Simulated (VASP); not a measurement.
From an Ansatz input to VASP: MgH2 (fluorite)

Ansatz input

```yaml
crystal:
  lattice:
    - [0.0, 2.0969653454, 2.0969653454]
    - [2.0969653454, 0.0, 2.0969653454]
    - [2.0969653454, 2.0969653454, 0.0]
  atoms:
    - { symbol: Mg, position: [0.0, 0.0, 0.0] }
    - { symbol: H, position: [0.25, 0.25, 0.25] }
    - { symbol: H, position: [0.75, 0.75, 0.75] }
kpoints:
  mp_grid: { grid: [10, 10, 10] }
hamiltonian:
  xc: pbe
scf:
  occupations: { method: fermi_dirac, width: 0.02 }
relax:
  f_tol: 0.005
  cell: {}
```

Q: Which VASP files do the same job?

A: 

INCAR

```
NBANDS = 9
LREAL = .FALSE.
PREC = Accurate
NSW = 40
LCHARG = .FALSE.
ISMEAR = -1
LWAVE = .FALSE.
SIGMA = 0.02
EDIFFG = -5E-3
EDIFF = 1E-7
GGA = PE
ENCUT = 600
NELM = 120
IBRION = 2
LASPH = .TRUE.
ISIF = 3
```

KPOINTS

```
KPOINTS created by Atomic Simulation Environment
0
Gamma
10 10 10
0 0 0
```

POSCAR

```
Mg H
 1.0000000000000000
     0.0000000000000000    2.0969653454000001    2.0969653454000001
     2.0969653454000001    0.0000000000000000    2.0969653454000001
     2.0969653454000001    2.0969653454000001    0.0000000000000000
 Mg  H
   1   2
Cartesian
  0.0000000000000000  0.0000000000000000  0.0000000000000000
  1.0484826727000001  1.0484826727000001  1.0484826727000001
  3.1454480181000002  3.1454480181000002  3.1454480181000002
```

VASP ran with the recommended PBE PAW datasets (4 valence electrons in the cell). Other inputs would serve too.

```
                                            Ansatz                   VASP
relaxed cell vector lengths  3.365, 3.365, 3.365 Å  3.358, 3.358, 3.358 Å
        relaxed cell volume               26.95 Å³               26.78 Å³
```

The two codes use different PAW datasets and cutoffs. VASP's cell holds 4 valence electrons and Ansatz's 12.
